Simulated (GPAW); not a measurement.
Ge: single point with PBEsol

Ge:

```xyz
2
Lattice="-2.4959 2.6509 1.4369 2.4959 -2.6509 1.4369 2.4959 2.6509 -1.4369" Properties=species:S:1:pos:R:3 pbc="T T T"
Ge   -0.0545    1.3267    0.1384
Ge    2.5130    1.3276    1.2763
```

This isn't the form of Ge at room conditions, which is diamond.

The cell isn't the ideal one: atoms moved at random, drawn with an rms of 0.05 Å.

```json
{
  "Program": "GPAW 26.7.0",
  "Task": "single point",
  "Functional": "PBEsol",
  "Potentials or basis": "PAW data sets generated in the run's folder for this functional",
  "Cutoff": "600 eV",
  "Basis": "pw",
  "k mesh": "11 × 11 × 11",
  "Occupations": "fermi-dirac, width 0.05 eV",
  "Spin": "no spin polarisation",
  "Maxiter": "150"
}
```

```json
{"Pressure": "-2.5 GPa", "Largest force": "0.160 eV/Å", "Band gap on the k mesh": "none (metal or under the smearing width)"}
```

Forces on the atoms (eV/Å):
```
Ge   0.152  0.004  0.048
Ge  -0.152 -0.004 -0.048
```

Stress tensor (GPa, compression positive):
```
-1.63  0.00 -0.48
 0.00 -2.84  0.00
-0.48  0.00 -2.91
```

Levels at points of the mesh, in eV from the Fermi level:
```tsv
k point	band 1	band 2	band 3	band 4	band 5	band 6	band 7
(0.00, 0.00, 0.00)	-13.13	-3.84	-2.34	-1.94	3.35	7.04	7.12
```

Run time: 2.4 min on 1 thread of Arm Neoverse V2 (shared host), peak memory 0.45 GiB.
